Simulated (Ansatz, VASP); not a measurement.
P: VASP beside Ansatz

```xyz
1
Lattice="3.9151 0.0000 0.0000 0.0000 3.9151 0.0000 0.0000 0.0000 5.2148" Properties=species:S:1:pos:R:3 pbc="T T T"
P     0.0000    0.0000    0.0000
```

Alike in both runs: task single point; functional PBEsol; k mesh 12 × 12 × 12; occupations gaussian, width 0.15 eV; no spin polarisation.

|  | VASP | Ansatz |
| --- | --- | --- |
| version | VASP 6.6.1 | Ansatz 0.2.0 |
| potentials or method | VASP PAW PBE potentials, release 64 (P) | scalar-relativistic, plane waves, PAW |
| plane-wave cutoff (eV) | 520 | 420 |
| valence electrons in the cell | 5 | 5 |

```tsv
	VASP	Ansatz	Ansatz less VASP
gap on the k mesh at the Fermi level (eV)	none	none	-
pressure (GPa)	-4.1	-4.1	+0.01
largest component of the traceless stress (GPa)	3.40	3.39	-0.001
```

A gap of «none» marks a metal or a gap that the smearing closes.

Caveats: the PAW data sets were made with another functional, which shifts forces and pressure a little (VASP).
